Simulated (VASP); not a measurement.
# Se (P4/mmm) in VASP: further runs

Runs on Se. Level: PBE. Tasks: single point, relaxation of cell and atoms.

Everything below comes from runs of VASP 6.6.1. Logs are shortened: lines on timing, memory, paths and dates and some standing lists are left out, and cuts for length are marked.

## 1. The undisturbed crystal

The structure is tetragonal, space group P4/mmm (No. 123). Conventional cell: a = 2.841 Å, b = 2.841 Å, c = 2.811 Å, α = 90.00°, β = 90.00°, γ = 90.00°. Around Se (site symmetry 4/mmm) lie 6 Se at 2.81 to 2.84 Å.

The cell was built by a generator and needn't be a form met in nature.

## 2. Single point, PBE (random cell by space group and Wyckoff sites (P4/mmm, No. 123))

File INCAR:

```
PREC = Accurate ; ENCUT = 520
EDIFF = 1E-6 ; ISMEAR = 0
SIGMA = 0.1 ; LREAL = False
LASPH = True ; NELM = 100
ALGO = Fast ; ISIF = 2
LWAVE = False ; LCHARG = True
GGA = PE ; LELF = True
LVHAR = True ; NBANDS = 9
```

File KPOINTS:

```
Automatic mesh
0
Gamma
  18 18 20
```

File POSCAR:

```
Se
1.0
    2.8414256237      0.0000000000      0.0000000000
    0.0000000000      2.8414256237      0.0000000000
    0.0000000000      0.0000000000      2.8107692964
Se
1
Direct
    0.5000000000      0.5000000000      0.0000000000
```

Potentials or basis: VASP PAW PBE potentials, release 64 (Se).

Run with:

```console
$ cat potpaw_PBE.64/Se/POTCAR > POTCAR
$ mpirun -np 1 vasp_std > vasp.out
```

OUTCAR:

```text
PREC = Accurate
   ENCUT = 520
   EDIFF = 1E-6
   ISMEAR = 0
   LREAL = False
   LASPH = True
   NELM = 100
   ISIF = 2
   GGA = PE

 ion  position               nearest neighbor table
   1  0.500  0.500  0.000-

  LATTYP: Found a simple tetragonal cell.
 ALAT       =     2.8414256237
 C/A-ratio  =     0.9892109345

  Lattice vectors:

 A1 = (   2.8414256237,   0.0000000000,   0.0000000000)
 A2 = (   0.0000000000,   2.8414256237,   0.0000000000)
 A3 = (   0.0000000000,   0.0000000000,   2.8107692964)

Analysis of symmetry for initial positions (statically):
=====================================================================
 Subroutine PRICEL returns:
 Original cell was already a primitive cell.

 Routine SETGRP: Setting up the symmetry group for a
 simple tetragonal supercell.

 Subroutine GETGRP returns: Found 16 space group operations
 (whereof 16 operations were pure point group operations)
 out of a pool of 16 trial point group operations.

The static configuration has the point symmetry D_4h.

Analysis of symmetry for dynamics (positions and initial velocities):
=====================================================================
 Subroutine PRICEL returns:
 Original cell was already a primitive cell.

 Routine SETGRP: Setting up the symmetry group for a
 simple tetragonal supercell.

 Subroutine GETGRP returns: Found 16 space group operations
 (whereof 16 operations were pure point group operations)
 out of a pool of 16 trial point group operations.

The dynamic configuration has the point symmetry D_4h.

 Subroutine INISYM returns: Found 16 space group operations
 (whereof 16 operations are pure point group operations),
 and found     1 'primitive' translations

----------------------------------------------------------------------------------------

                                     Primitive cell

  volume of cell :      22.6933

  direct lattice vectors                    reciprocal lattice vectors
     2.841425624  0.000000000  0.000000000     0.351936011  0.000000000  0.000000000
     0.000000000  2.841425624  0.000000000     0.000000000  0.351936011  0.000000000
     0.000000000  0.000000000  2.810769296     0.000000000  0.000000000  0.355774485

  length of vectors
     2.841425624  2.841425624  2.810769296     0.351936011  0.351936011  0.355774485

[... 81 lines left out ...]
   NSW    =      0    number of steps for IOM
   IBRION =     -1    ionic relax: 0-MD 1-quasi-New 2-CG
   NFREE  =      0    steps in history (QN), initial steepest desc. (CG)
   ISIF   =      2    stress and relaxation
   ISYM   =      2    0-nonsym 1-usesym 2-fastsym
   POTIM  = 0.5000    time-step for ionic-motion
   TEBEG  =    0.0;   TEEND  =   0.0 temperature during run
   PSTRESS=    0.0 pullay stress
   NELECT =       6.0000    total number of electrons
   NUPDOWN=      -1.0000    fix difference up-down
   EMIN   =  10.00;   EMAX   =-10.00  energy-range for DOS
   EFERMI =   0.00;   METHOD = LEGACY
   ISMEAR =     0;   SIGMA  =   0.10  broadening in eV -4-tet -1-fermi 0-gaus
   EFERMI_NEDOS =   21; number of points for ismear=-14 and -15
   IALGO  =     68    algorithm
   IMIX   =      4    mixing-type and parameters
     AMIX     =   0.40;   BMIX     =  1.00
     AMIX_MAG =   1.60;   BMIX_MAG =  1.00
  volume/ion in A,a.u.               =      22.69       153.14
  Fermi-wavevector in a.u.,A,eV,Ry     =   1.050734  1.985599 15.021393  1.104041
  Thomas-Fermi vector in A             =   2.185749
   LORBIT       =      0    0 simple, 1 ext, 2 COOP (PROOUT), +10 PAW based schemes
   GGA     = PE    functional components
   LHFCALC =     F    Hartree Fock is set to
   AEXX    =    0.0000 exact exchange contribution
   IVDW    =     0    specifies the selected vdW correction
   LEPSILON=     F    determine dielectric tensor
   LRPA    =     F    only Hartree local field effects (RPA)
 non-spin polarized calculation
 RMM-DIIS sequential band-by-band and
 Gauss-broadening in eV      SIGMA  =   0.10
  energy-cutoff  :      520.00
  volume of cell :       22.69
 maximum number of plane-waves:       632
 NGX is ok and might be reduce to    24
   NGX = 11   NGY = 11   NGZ = 11

 number of electron       5.9999999 magnetization

 Free energy of the ion-electron system (eV)
  ---------------------------------------------------
  ext. energy  EPLUGINS =         0.00000000
  ---------------------------------------------------
  free energy    TOTEN  =        -3.32742321 eV

  energy without entropy =       -3.32439315  energy(sigma->0) =       -3.32590818

 E-fermi :   4.6572     XC(G=0):  -9.8997

 val. band max:        4.6523963796   @ k =   0.3333   0.2222   0.5000
 cond. band min:       4.6597236428   @ k =   0.3333   0.1667   0.2000
 fundamental gap:      0.0073272632
 Fermi energy:         4.6571613626

 k-point     1 :       0.0000    0.0000    0.0000
  band No.  band energies     occupation
      1     -11.3564      2.00000
      2       5.9360      0.00000
      3       5.9360      0.00000
      4       6.2179      0.00000
      5      12.3244      0.00000
      6      12.3612      0.00000
      7      12.6440      0.00000
      8      26.6216      0.00000
      9      26.8735      0.00000
[... 265 lines left out ...]
 k-point    24 :       0.3333    0.1111    0.0000
  band No.  band energies     occupation
      1      -9.8534      2.00000
      2      -0.4602      2.00000
      3       5.4281      0.00000
      4       7.3065      0.00000
      5      14.3394      0.00000
      6      15.1374      0.00000
      7      17.2174      0.00000
      8      19.9026      0.00000
      9      20.6365      0.00000

 [... further k-points ...]

------------------------ aborting loop because EDIFF is reached ----------------------------------------

  FORCE on cell =-STRESS in cart. coord.  units (eV):
  Direction    XX          YY          ZZ          XY          YZ          ZX
  --------------------------------------------------------------------------------------
  -------------------------------------------------------------------------------------
  Total       -0.0003729     -0.0003729      0.0057144      0.0000000      0.0000000      0.0000000
  in kB       -0.0263264     -0.0263264      0.4034457      0.0000000      0.0000000      0.0000000
  external PRESSURE =       0.1169310 kB  Pullay stress =       0.0000000 kB

 VOLUME and BASIS-vectors are now :
 -----------------------------------------------------------------------------
  energy-cutoff  :      520.00
  volume of cell :       22.69
      direct lattice vectors                 reciprocal lattice vectors
     2.841425624  0.000000000  0.000000000     0.351936011  0.000000000  0.000000000
     0.000000000  2.841425624  0.000000000     0.000000000  0.351936011  0.000000000
     0.000000000  0.000000000  2.810769296     0.000000000  0.000000000  0.355774485

 POSITION                                       TOTAL-FORCE (eV/Angst)
 -----------------------------------------------------------------------------------
      1.42071      1.42071      0.00000         0.000000      0.000000      0.000000
 -----------------------------------------------------------------------------------
    total drift:                                0.000000     -0.000000     -0.000000

  FREE ENERGIE OF THE ION-ELECTRON SYSTEM (eV)
  ---------------------------------------------------
  free  energy   TOTEN  =        -3.3274232138 eV

  energy  without entropy=       -3.3243931488  energy(sigma->0) =       -3.32590818
```

OSZICAR:

```text
N       E                     dE             d eps       ncg     rms          rms(c)
DAV:   1     0.184290885033E+02    0.18429E+02   -0.28364E+03 10962   0.558E+02
DAV:   2    -0.280000178995E+01   -0.21229E+02   -0.20336E+02 14193   0.838E+01
DAV:   3    -0.332055004961E+01   -0.52055E+00   -0.51844E+00 13011   0.159E+01
DAV:   4    -0.332181849438E+01   -0.12684E-02   -0.12684E-02 14900   0.863E-01
DAV:   5    -0.332182000554E+01   -0.15112E-05   -0.15116E-05 13378   0.246E-02    0.364E+00
RMM:   6    -0.332501851828E+01   -0.31985E-02   -0.63608E-04 11234   0.202E-01    0.217E+00
RMM:   7    -0.332736245132E+01   -0.23439E-02   -0.15776E-03 11629   0.326E-01    0.502E-02
RMM:   8    -0.332741918382E+01   -0.56732E-04   -0.98611E-05 12195   0.879E-02    0.873E-03
RMM:   9    -0.332742304102E+01   -0.38572E-05   -0.70784E-06 12909   0.255E-02    0.322E-03
RMM:  10    -0.332742321376E+01   -0.17274E-06   -0.11341E-06 10734   0.929E-03
   1 F= -.33274232E+01 E0= -.33259082E+01  d E =-.303006E-02
```

Run time: 64 s. Hardware: 1 thread of Intel Xeon Platinum 8259CL at 2.50GHz (Skylake/Cascade Lake), shared host; peak memory 0.23 GiB.

What came out:

```yaml
Free_energy: -3.3274 eV
Pressure: 0.0 GPa
Band_gap_on_the_k_mesh: none (metal or under the smearing width)
```

Levels at points of the mesh, in eV from the Fermi level:
| k point | band 1 | band 2 | band 3 | band 4 | band 5 | band 6 | band 7 | band 8 |
| --- | --- | --- | --- | --- | --- | --- | --- | --- |
| (0.00, 0.00, 0.00) | -16.01 | 1.28 | 1.28 | 1.56 | 7.67 | 7.70 | 7.99 | 21.96 |
| (0.50, 0.00, 0.00) | -14.01 | -6.89 | 2.65 | 2.93 | 9.89 | 11.52 | 12.55 | 13.42 |
| (0.50, 0.50, 0.00) | -12.03 | -5.01 | -5.01 | 2.96 | 4.16 | 13.39 | 15.89 | 15.89 |
| (0.00, 0.00, 0.50) | -13.88 | -6.95 | 2.74 | 2.74 | 9.94 | 11.49 | 12.42 | 13.40 |
| (0.50, 0.00, 0.50) | -11.89 | -5.08 | -4.91 | 2.98 | 3.99 | 13.31 | 15.54 | 15.68 |
| (0.50, 0.50, 0.50) | -9.86 | -3.44 | -3.25 | -3.25 | 5.82 | 5.82 | 5.94 | 9.96 |

## 3. Relaxation of cell and atoms, PBE (random cell by space group and Wyckoff sites (P4/mmm, No. 123))

File INCAR:

```
SYSTEM = Se
  PREC = Accurate
  ENCUT = 600
  EDIFF = 1E-6
  ISMEAR = 0
  SIGMA = 0.1
  LREAL = .FALSE.
  LASPH = .TRUE.
  NELM = 80
  ALGO = Fast
  ISIF = 3
  LWAVE = .FALSE.
  LCHARG = .FALSE.
  GGA = PE
  IBRION = 2
  NSW = 100
  EDIFFG = -0.01
```

File KPOINTS:

```
regular mesh
0
G
  18 18 20
  0 0 0
```

File POSCAR:

```
Se
1.0
    2.9446647121      0.0000000000      0.0000000000
    0.0000000000      2.9446647121      0.0000000000
    0.0000000000      0.0000000000      2.6591382067
Se
1
Direct
    0.5000000000      0.5000000000      0.0000000000
```

Potentials or basis: VASP PAW PBE potentials, release 64 (Se).

Run with:

```console
$ cat potpaw_PBE.64/Se/POTCAR > POTCAR
$ mpirun -np 1 vasp_std > vasp.out
```

It took 4.3 min on 1 thread of Intel Xeon Platinum 8259CL at 2.50GHz (Skylake/Cascade Lake), shared host; peak memory 0.26 GiB.

It converged, with:

| Quantity | Value |
| --- | --- |
| Free energy | -3.3275 eV |
| Relaxed volume | 22.71 Å³/atom |
| Relaxed cell | a = 2.842 Å, b = 2.842 Å, c = 2.811 Å, α = 90.00°, β = 90.00°, γ = 90.00° |
| Space group after relaxing (to 0.05 Å) | Pm-3m (No. 221) |
| Energy gained by relaxing | 34.6 meV/atom |
| Ionic steps | 11 |
| Pressure after relaxing | 0.0 GPa |
| Band gap on the k mesh | none (metal or under the smearing width) |

The path:
```
step  energy change (eV)  largest force (eV/Å)  pressure (GPa)  volume (Å³)
   1              0.0000                0.0000            0.08        23.06
   2             -0.0282                0.0000           -0.95        23.07
   3             -0.0332                0.0000           -1.08        23.06
   4             -0.0333                0.0000           -1.07        23.06
   5             -0.0340                0.0000            0.67        22.48
   6             -0.0345                0.0000           -0.03        22.71
   7             -0.0345                0.0000           -0.02        22.72
   8             -0.0342                0.0000           -0.58        22.89
   9             -0.0345                0.0000           -0.08        22.72
  10             -0.0346                0.0000           -0.05        22.71
  11             -0.0346                0.0000           -0.03        22.71
```

Final structure:
```
Se
1.0
     2.84193    0.00000    0.00000
     0.00000    2.84193    0.00000
     0.00000    0.00000    2.81126
Se
1
Direct
  0.50000 0.50000 0.00000
```

Levels at points of the mesh, in eV from the Fermi level:
| k point | band 1 | band 2 | band 3 | band 4 | band 5 | band 6 | band 7 |
| --- | --- | --- | --- | --- | --- | --- | --- |
| (0.00, 0.00, 0.00) | -16.01 | 1.28 | 1.28 | 1.56 | 7.67 | 7.70 | 7.99 |
| (0.50, 0.00, 0.00) | -14.01 | -6.89 | 2.65 | 2.92 | 9.89 | 11.52 | 12.55 |
| (0.50, 0.50, 0.00) | -12.02 | -5.01 | -5.01 | 2.97 | 4.16 | 13.38 | 15.89 |
| (0.00, 0.00, 0.50) | -13.88 | -6.94 | 2.74 | 2.74 | 9.94 | 11.48 | 12.42 |
| (0.50, 0.00, 0.50) | -11.89 | -5.08 | -4.91 | 2.98 | 3.99 | 13.31 | 15.53 |
| (0.50, 0.50, 0.50) | -9.86 | -3.43 | -3.25 | -3.25 | 5.83 | 5.83 | 5.94 |
